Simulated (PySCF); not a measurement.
Several orderings of computed values.

All species are isolated and taken at one optimised geometry, non-relativistic unless stated. Electronic properties by PySCF.

The conformers computed, where there is a choice (atom-mapped SMILES and torsion angles):
- `[CH3:1][O:2][C@H:3]([C:4]([F:5])([F:6])[F:7])[C:8]([F:9])([F:10])[C:11](=[O:12])[Cl:13]`: C1–O2–C3–C4 -160°, O2–C3–C4–F5 170°, O2–C3–C8–F9 162°, C3–C8–C11–O12 -71°
- `[CH3:1][N:2]([CH3:3])[C:4](=[O:5])[CH:6]1[CH2:7][CH2:8]1`: C1–N2–C4–O5 -177°, N2–C4–C6–C7 -108°
- `[CH3:1][O:2][C:3](=[O:4])[c:5]1[p:6][cH:7][n:8][n:9]1[SiH3:10]`: C1–O2–C3–O4 0°, O2–C3–C5–P6 0°
- `[CH3:1][CH2:2]/[CH:3]=[CH:4]\[NH:5][C:6]([CH3:7])=[O:8]`: C1–C2–C3–C4 -94°, C3–C4–N5–C6 -179°, C4–N5–C6–C7 180°
- `[CH3:1][CH:2]([CH3:3])[Si@H:4]([SiH3:5])[CH:6]1[CH2:7][O:8][CH2:9]1`: C1–C2–Si4–Si5 64°, C2–Si4–C6–C7 -24°
- `[CH3:1][CH2:2][Si:3]1([CH:4]([CH3:5])[CH3:6])[CH2:7][S:8][CH2:9]1`: C1–C2–Si3–C4 -65°, C2–Si3–C4–C5 -50°
- `[CH:1]#[C:2][c:3]1[cH:4][s:5][c:6]([SiH2:7][O:8][CH:9]=[CH2:10])[cH:11]1`: S5–C6–Si7–O8 -31°, C6–Si7–O8–C9 69°, Si7–O8–C9–C10 6°

The conformers of `CC[SiH2][C@@H]1CO[C@@H]([SiH3])C1` aren't listed.

Question: Rank by HOMO–LUMO gap, lowest first (PBE0/pcSseg-1 at GFN2-xTB geometries).
A. `CN(C)C(=O)C1CC1`
B. `C#Cc1ncc(C)c(C)p1`
C. `CC1=CP=CC(C)=C1C#N`
D. `COC(c1n([SiH3])ncp1)=O`
E. `CO[C@H](C(F)(F)F)C(F)(F)C(=O)Cl`

Answer: B (4.94 eV), C (5.04 eV), D (5.31 eV), E (6.57 eV), A (7.61 eV).

Question: Rank by HOMO energy, lowest first (PBE0/pcSseg-1 at GFN2-xTB geometries).
A. `CO[C@H](C(F)(F)F)C(F)(F)C(=O)Cl`
B. `CC/C=C\NC(C)=O`
C. `CC(C)[Si@H]([SiH3])C1COC1`
D. `[Si]1(C(C)C)(CSC1)CC`
E. `CC[SiH2][C@@H]1CO[C@@H]([SiH3])C1`

Answer: A (-8.64 eV), C (-7.13 eV), E (-6.84 eV), B (-6.41 eV), D (-6.05 eV).

Question: Rank by dipole moment, lowest first (PBE0/pcSseg-1 at GFN2-xTB geometries).
A. `COC(=O)C1=PC=NN1[SiH3]`
B. `[C@@H](C(C(Cl)=O)(F)F)(OC)C(F)(F)F`
C. `Cc1pc(C#C)ncc1C`
D. `CC(C)[Si@H]([SiH3])C1COC1`
E. `CC/C=C\NC(C)=O`
F. `C#Cc1ccccc1`

Answer: F (0.69 D), D (1.29 D), B (2.38 D), A (2.63 D), C (3.09 D), E (3.81 D).

Question: Rank by smallest rotational constant, highest first (GFN2-xTB).
A. `C#Cc1ccccc1`
B. `C#Cc1csc([SiH2]OC=C)c1`
C. `N#CC1=C(F)[CH]CS1` [radical]
D. `FC([C@@H](OC)C(F)(F)C(Cl)=O)(F)F`
E. `CC[Si]1(C(C)C)CSC1`

Answer: A (1.225 GHz), C (1.031 GHz), E (0.691 GHz), D (0.526 GHz), B (0.378 GHz).
